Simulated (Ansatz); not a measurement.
Level of theory: DFT PBEsol, scalar-relativistic, plane waves, PAW (Ansatz 0.2.0).

Settings: cutoff 420 eV, Γ-centred mesh 12×12×12 on the computed 3-atom cell, Gaussian smearing of 0.02 eV; no spin polarisation.

Structure with the computed forces (eV/Å) in the last three columns:

```xyz
3
Lattice="1.5790 0.9116 6.1633 -1.5790 0.9116 6.1633 0.0000 -1.8233 6.1633" Properties=species:S:1:pos:R:3:forces:R:3 pbc="T T T" pressure_GPa=21.99
W     0.0000    0.0000    0.0000    1.7450   -3.8150    6.2060
S     0.0000    0.0000   13.8730    0.0530    0.1600    1.0850
S     0.0640   -0.2364   11.0267   -1.7980    3.6550   -7.2910
```

Stress tensor (GPa, compression positive):

```
 26.06  -2.54   7.20
 -2.54   6.51 -13.34
  7.20 -13.34  33.41
```

Spin–orbit coupling is left out, which can shift energies with elements as heavy as these. The cell holds layers, and where no dispersion correction was added their binding is poorly described. The smearing is narrow for a metal on this mesh.

This form isn't the usual stable structure of the compound.